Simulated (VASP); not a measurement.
Crystal: AlN.

```
Al N
1.0
     2.92518    0.00000    0.00000
    -1.46259    2.53328    0.00000
     0.00000    0.00000    4.77682
Al N
2 2
Direct
  0.33333 0.66667 0.00000
  0.66667 0.33333 0.50000
  0.33333 0.66667 0.37500
  0.66667 0.33333 0.87500
```

The cell was built by a generator and needn't be a form met in nature.

```yaml
Program: VASP 6.6.1
Task: relaxation of cell and atoms
Functional: PBE
Potentials_or_basis: VASP PAW PBE potentials, release 64 (Al, N)
Cutoff: 600 eV
k_mesh: 12 × 12 × 6
Occupations: fermi-dirac, width 0.02 eV
Spin: no spin polarisation
```

At the start: pressure 51.3 GPa; volume 8.85 Å³/atom.

How do energy, volume and symmetry change on relaxing?

Over 11 steps the energy falls by 249.5 meV/atom and the volume is 10.63 Å³/atom (+20.1 %); space group P6_3mc (No. 186, to 0.05 Å).

The path:
```tsv
step	energy change (eV)	largest force (eV/Å)	pressure (GPa)	volume (Å³)
1	0.0000	0.2871	51.28	35.40
2	-0.0808	0.0357	-26.45	51.98
3	-0.9930	0.0809	-1.23	42.83
4	-0.9939	0.0844	-0.33	42.62
5	-0.9938	0.0870	0.39	42.47
6	-0.9970	0.0761	0.40	42.45
7	-0.9976	0.0707	0.41	42.44
8	-0.9979	0.0410	-0.38	42.60
9	-0.9981	0.0035	-0.05	42.53
10	-0.9981	0.0021	-0.06	42.54
11	-0.9981	0.0026	0.01	42.52
```

Final structure:
```
CELL_PARAMETERS angstrom
3.12838 0.00000 0.00000
-1.56419 2.70925 0.00000
0.00000 0.00000 5.01661
ATOMIC_POSITIONS crystal
Al 0.33333 0.66667 0.99674
Al 0.66667 0.33333 0.49674
N 0.33333 0.66667 0.37826
N 0.66667 0.33333 0.87826
```

Caveat: the volume moved by over 15 % at a fixed basis, so the end points are rough.
